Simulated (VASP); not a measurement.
Set up this calculation in VASP 6.6.1, as the native input.

* Task: single point
* Functional: PBEsol
* Potentials or basis: VASP PAW PBE potentials, release 64 (Mo_sv, S)
* Cutoff: 520 eV
* k mesh: 8 × 8 × 8
* Occupations: fermi-dirac, width 0.2 eV
* Spin: no spin polarisation
* Dipole correction: no
* Further INCAR settings: ALGO = Normal; EDIFF = 1e-06; NBANDS = 20

The structure of MoS2 lies in POSCAR:

```
MoS2
1.0
    1.5855000000      0.9153890000      6.1149970000
   -1.5855000000      0.9153890000      6.1149970000
    0.0000000000     -1.8307780000      6.1149970000
Mo S
1 2
Direct
    0.0000000000      0.0000000000      0.0000000000
    0.7500000000      0.7500000000      0.7500000000
    0.2500000000      0.2500000000      0.2500000000
```

Measurements of this composition are mostly on another form, of space group No. 194.

These files were run (other wordings do the same):

INCAR

```
PREC = Accurate
ENCUT = 520
EDIFF = 1E-6
ISMEAR = -1
SIGMA = 0.2
LREAL = False
LASPH = True
NELM = 100
ALGO = Normal
ISIF = 2
LWAVE = False
LCHARG = False
GGA = PS
NBANDS = 20
```

KPOINTS

```
Automatic mesh
0
Gamma
  8 8 8
```

Potentials or basis: VASP PAW PBE potentials, release 64 (Mo_sv, S).

Launch:

```bash
$ cat potpaw_PBE.64/Mo_sv/POTCAR potpaw_PBE.64/S/POTCAR > POTCAR
$ mpirun -np 1 vasp_std > vasp.out
```

It gave:

* Pressure: 3.3 GPa
* Largest force: 0.761 eV/Å
* Band gap on the k mesh: none (metal or under the smearing width)

Caveat: the PAW data sets were made with another functional, which shifts forces and pressure a little; the cell's inner coordinates are idealised or old, which leaves forces on the atoms.

It took 100 s on 1 thread of Intel(R) Xeon(R) 6975P-C (Granite Rapids) (shared host), peak memory 0.34 GiB.
